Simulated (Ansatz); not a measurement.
# Binding curve of graphene on Al(111) (40 atoms)

The cell holds 40 atoms: 24 Al and 16 C. Its edges and angles: a = 4.934 Å, b = 8.546 Å, c = 25.247 Å, α = 90.0°, β = 90.0°, γ = 90.0°. It derives from Al and C. The starting structure: 1 layer(s) of graphene at its own lattice constant on a slab of Al(111) strained in the plane by up to 0.3 % to a common cell of 42 Å^2; gaps of 3.25 Å as starting values, 15 Å of vacuum, lowest layers held; not relaxed, displaced by a Gaussian of 0.01 Å. Lattice constants are starting values near those of PBE. Regions: Al(111), 24 atoms (24 Al); graphene, 16 atoms (16 C). Vacuum lies along c.

Calculated with Ansatz 0.2.0: Kohn-Sham DFT, PBE+D3(BJ), PAW (set soft_2), plane waves; cutoff 420 eV, k-mesh 4×2×1, fermi-dirac smearing of 0.1 eV. The upper part (graphene) is moved rigidly along the normal by z from its relaxed place. Energies are the whole cell less its two frozen parts, over the face of 42.17 Å².

```
shift z (Å)  interaction energy (meV/Å²)
       -0.4                       -16.93
       -0.2                       -19.70
       +0.0                       -20.38
       +0.3                       -18.94
       +0.6                            ?
       +1.0                       -12.42
       +1.6                       -8.116
       +2.4                       -4.772
       +3.5                       -2.638
```

Task: Fit the universal binding curve to the rows given and interpolate to the withheld row.

Worked fit:

The universal binding curve is E(z) = −D (1 + z/l) exp(−z/l), whose curvature at z = 0 is D/l². The depth is D = 20.38 meV/Å². A parabola through the rows at −0.2, 0 and +0.3 Å has the curvature 2 {[E(0.3) − E(0)]/0.3 + [E(−0.2) − E(0)]/0.2} / 0.5 = 32.72 meV/Å⁴, so l = √(D / curvature) = 0.789 Å. At z = 0.6 Å, z/l = 0.7603.

Prediction at +0.6: -16.77 meV/Å². The run gave -16.20 meV/Å², so the fit is low by 0.58 meV/Å² (3.6 % of the value).

The curve's steepest slope, D/(e l) at z = l, is 1.52 GPa, an estimate of the stress that rigid separation needs. Among the rows given, the largest miss of the fit is at +3.5, by 1.3 meV/Å² (7.5 % of the range of the table).

Limits: The parts are rigid, and they also feel their periodic images through the vacuum. The curve was made for chemical and metallic bonds; the dispersion term here falls off as a power of distance, which it can't follow. The mesh is coarse for these cells.

[Long decimals in the printed logs are rounded to 6 places.]

[Logs are printed without paths, hosts, clocks, repeated set-up lines and the standing remarks that a program may print on its own settings, such as how far it seeks lower states.]

[Hosts, paths, dates, database ids (printed as entryN), source tags and the programs' standing remarks are cut or masked in the printed files.]
